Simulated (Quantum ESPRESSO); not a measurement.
TiTe:

```xyz
2
Lattice="0.0000 3.3106 3.3106 3.3106 0.0000 3.3106 3.3106 3.3106 0.0000" Properties=species:S:1:pos:R:3 pbc="T T T"
Ti    0.0000    0.0000    0.0000
Te    1.6553    1.6553    1.6553
```

The cell comes from a database or a generator and needn't be the stable form of this composition.

Base run:

```yaml
Program: Quantum ESPRESSO 7.5
Functional: LDA
Potentials_or_basis: GBRV 1.5 LDA
Cutoff: 612 eV
Density_cutoff: 4898 eV
k_mesh: 5 × 5 × 5
Occupations: gaussian, width 0.05 eV
Spin: collinear spin, ferromagnetic start
Starting_moments: "[2.0, 0.0] μB"
Hubbard_terms: Ti d U = 8 eV
```

Its results: band gap on the k mesh none (metal or under the smearing width); pressure -4.5 GPa; net moment 2.00 μB per cell; site moments Ti +1.77; Te -0.17 μB.

Problem. The run is repeated on the same cell with these changes: hubbard terms from Ti d U = 8 eV to Ti d U = 2 eV. What comes out?

Solution. Band gap on the k mesh 0.63 eV, indirect (least direct gap 0.73 eV); pressure -3.4 GPa; net moment 2.00 μB per cell; site moments Ti +1.68; Te -0.04 μB.

Caveats: the U is typed as a test and isn't derived for this compound; spin-orbit coupling is left out, which moves the levels of the heavy elements (some runs); an odd mesh through Γ misses points on the zone boundary, where band edges often lie (some runs).
